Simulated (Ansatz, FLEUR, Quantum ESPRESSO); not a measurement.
## TiPt3: 3 runs at one level of theory

```
Pt Ti
1.0
     3.89700    0.00000    0.00000
     0.00000    3.89700    0.00000
     0.00000    0.00000    3.89700
Pt Ti
3 1
Direct
  0.50000 0.50000 0.00000
  0.50000 0.00000 0.50000
  0.00000 0.50000 0.50000
  0.00000 0.00000 0.00000
```

Alike in all runs: task equation of state; functional LDA; k mesh 7 × 7 × 7; occupations fermi-dirac, width 0.05 eV; no spin polarisation; no spin-orbit coupling. LDA stands for any of its common fits.

```json
{"program and potentials": "Ansatz, all-electron LAPW, scalar-relativistic", "plane-wave cutoff (eV)": "-", "notes": "-", "equilibrium volume (Å³/atom)": "14.52", "bulk modulus (GPa)": "283.0"}
{"program and potentials": "Quantum ESPRESSO, GBRV 1.5 LDA", "plane-wave cutoff (eV)": "612", "notes": "-", "equilibrium volume (Å³/atom)": "14.51", "bulk modulus (GPa)": "284.5"}
{"program and potentials": "FLEUR, all-electron, FLAPW", "plane-wave cutoff (eV)": "-", "notes": "-", "equilibrium volume (Å³/atom)": "14.52", "bulk modulus (GPa)": "283.0"}
```

The equilibrium volume spans 14.51 (Quantum ESPRESSO, GBRV 1.5 LDA) to 14.52 Å³/atom (Ansatz, all-electron LAPW, scalar-relativistic), with all-electron results at 14.52. The bulk modulus spans 283.0 (Ansatz, all-electron LAPW, scalar-relativistic) to 284.5 GPa (Quantum ESPRESSO, GBRV 1.5 LDA), with all-electron results at 283.0. For a metal such a mesh isn't converged, which the comparison doesn't need.

The functional is the same throughout but for its coding, so the spread measures potentials, basis and numerics; runs on potential files found faulty are left out.

The two all-electron calculations coincide to the printed digits, and the pseudopotential run reproduces their volume almost exactly. Its bulk modulus of 284.5 GPa against 283.0 GPa is a slightly larger relative departure, as expected for a quantity that depends on the curvature of the energy curve rather than the position of its minimum. Replacing the core therefore does little harm to the equation of state near equilibrium.

The high stiffness fits the bonding known for alloys of early and late transition metals. Ti d states hybridise with the more deeply lying, nearly filled Pt d band, and the occupied bonding combinations resist compression together with the already stiff Pt framework. The listed cell is somewhat larger than the calculated equilibrium one, so the compound would contract from that geometry. LDA typically overbinds such metals, which means that the close agreement between codes probably coexists with a shared bias towards a small volume and a high bulk modulus. Elastic response to shear doesn't follow from these volume-only results.
